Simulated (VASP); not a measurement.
Write the native input for VASP 6.6.1 that does the following.

```
Task                   : relaxation of cell and atoms
Functional             : PBE
Potentials or basis    : VASP PAW PBE potentials, release 64 (B, N)
Cutoff                 : 520 eV
k mesh                 : 15 × 15 × 6
Occupations            : gaussian, width 0.02 eV
Spin                   : no spin polarisation
Further INCAR settings : ALGO = Normal; EDIFF = 1e-07; IBRION = 2; EDIFFG = -0.002; NSW = 80; ISIF = 3
```

The structure of BN lies in POSCAR:

```
BN                                      
1.0
    2.5123400676     -0.0000000000     -0.0000000000
   -1.2561700338      2.1757503166      0.0000000000
   -0.0000000000     -0.0000000000      7.2570410990
  B               N             
     2     2
Direct
     0.3333333300000021    0.6666666699999979    0.2500000000000000
     0.6666666699999979    0.3333333300000021    0.7500000000000000
     0.3333333300000021    0.6666666699999979    0.7500000000000000
     0.6666666699999979    0.3333333300000021    0.2500000000000000
```

One way to write it, as run:

INCAR

```
PREC = Accurate
ENCUT = 520
EDIFF = 1E-7
ISMEAR = 0
SIGMA = 0.02
LREAL = False
LASPH = True
NELM = 100
ALGO = Normal
ISIF = 3
LWAVE = False
LCHARG = False
GGA = PE
IBRION = 2
NSW = 80
EDIFFG = -0.002
KPAR = 4
```

KPOINTS

```
regular mesh
0
Gamma
  15 15 6
```

Potentials or basis: VASP PAW PBE potentials, release 64 (B, N).

The run is started by

```sh
$ cat potpaw_PBE.64/B/POTCAR potpaw_PBE.64/N/POTCAR > POTCAR
$ mpirun -np 4 vasp_std > vasp.out
```

It gave:

```
Relaxed volume                         : 10.49 Å³/atom
Relaxed cell                           : a = 2.513 Å, b = 2.513 Å, c = 7.671 Å, α = 90.00°, β = 90.00°, γ = 120.00°
Space group after relaxing (to 0.05 Å) : P6_3/mmc (No. 194)
Energy gained by relaxing              : 1.4 meV/atom
Ionic steps                            : 14
Pressure after relaxing                : 0.0 GPa
Band gap on the k mesh                 : 4.50 eV, indirect (least direct gap 4.65 eV)
```

Caveat: an odd mesh through Γ misses points on the zone boundary, where band edges often lie; this functional lacks dispersion, which binds the layers, so the pressure and a relaxed spacing across them are unreliable.

Wall time 4.2 min on 4 MPI ranks on AMD EPYC 7R43 64-Core Processor (Zen 3), with other jobs on the host, peak memory 0.14 GiB a rank.
